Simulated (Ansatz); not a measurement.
# Pressure against volume in KF

It was reached by relaxing an invented guess, and it needn't be the stable form of this composition.

Method: Ansatz, DFT PBE, scalar-relativistic, plane waves, PAW. Settings of the last relaxation (2-atom cell): 420 eV, 8×8×8 k points, Gaussian smearing of 0.02 eV, no spin polarisation.

```cif
data_structure
_symmetry_space_group_name_H-M 'P 1'
_symmetry_Int_Tables_number 1
_cell_length_a 4.2092
_cell_length_b 4.2092
_cell_length_c 4.2092
_cell_angle_alpha 60.000
_cell_angle_beta 60.000
_cell_angle_gamma 60.000
_cell_volume 52.73
loop_
_atom_site_label
_atom_site_type_symbol
_atom_site_fract_x
_atom_site_fract_y
_atom_site_fract_z
_atom_site_occupancy
K1 K 0.75000 0.75000 0.75000 1
F1 F 0.50000 0.50000 0.50000 1
```

The cell was set to several volumes, with shape and atoms relaxed at each where symmetry leaves them free. Pressure is positive in compression, and energies count from the lowest row.

| row | V (Å³/atom) | P (GPa) | ΔE (meV/atom) | gap on mesh (eV) |
| --- | --- | --- | --- | --- |
| 1 | 23.202 | 3.47 | 30.2 | 5.41 |
| 2 | 23.993 | 2.36 | 15.8 | 5.31 |
| 3 | 24.784 | ? | ? | ? |
| 4 | 25.575 | 0.65 | 1.5 | 5.14 |
| 5 | 26.366 | -0.02 | 0.0 | 5.06 |
| 6 | 27.157 | -0.58 | 1.5 | 4.98 |
| 7 | 27.948 | -1.05 | 5.5 | 4.90 |
| 8 | 29.003 | -1.56 | 14.2 | 4.80 |

Problem. Find B = −V·ΔP/ΔV from rows 4 and 6 and from rows 1 and 2, and from the two its slope B′ and its value B0 at zero pressure.

Solution. Rows 4 and 6 give −(25.575 + 27.157)/2 × (-0.58 − (0.65))/(27.157 − 25.575) = 20.5 GPa at a mean pressure of 0.04 GPa. Rows 1 and 2 give −(23.202 + 23.993)/2 × (2.36 − (3.47))/(23.993 − 23.202) = 33.1 GPa at a mean pressure of 2.92 GPa. So B′ = (33.1 − 20.5)/(2.92 − (0.04)) = 4.38 and B0 = 20.5 − 4.38 × (0.04) = 20.3 GPa. A third-order Birch–Murnaghan fit to all the energies gives B0 = 20.3 GPa and B′ = 4.7.

Problem. Estimate the pressure and energy of row 3.

Solution. From row 5, V0 = 26.366 × (1 + (-0.02)/20.3) = 26.340 Å³/atom. Murnaghan's form P = (B0/B′)·[(V0/V)^B′ − 1] gives (20.3/4.38) × [(26.340/24.784)^4.38 − 1] = 1.42 GPa; the computed pressure is 1.43 GPa, so the estimate is off by -0.01 GPa. The work of compression from row 4, with the mean of the two pressures, gives ΔE = 1.5 + (1.42 + 0.65)/2 × (25.575 − 24.784)/160.2 × 1000 = 6.6 meV/atom (1 eV/Å³ = 160.2 GPa); the computed value is 6.6 meV/atom.

Problem. Fit the gap against pressure through the other rows and estimate it at the computed pressure of row 3.

Solution. Over the 7 rows the mean pressure is 0.4671 GPa and the mean gap is 5.086 eV. The sums of products of deviations are S_xx = 20.38 and S_xy = 2.392, so the slope is 2.392/20.38 = 0.1174 (r = 0.99, rms misfit 0.03 eV). At 1.43 GPa the line gives 5.086 + (0.1174) × (1.43 − 0.4671) = 5.20 eV. The computed value is 5.22 eV, so the line is off by -0.02 eV, no more than the largest miss among the fitted rows (0.05 eV).

Kohn–Sham gaps at this level usually fall short of measured ones. All volumes keep the k mesh of the relaxed cell. Symmetry constrained the relaxation, so the result can be a saddle point.
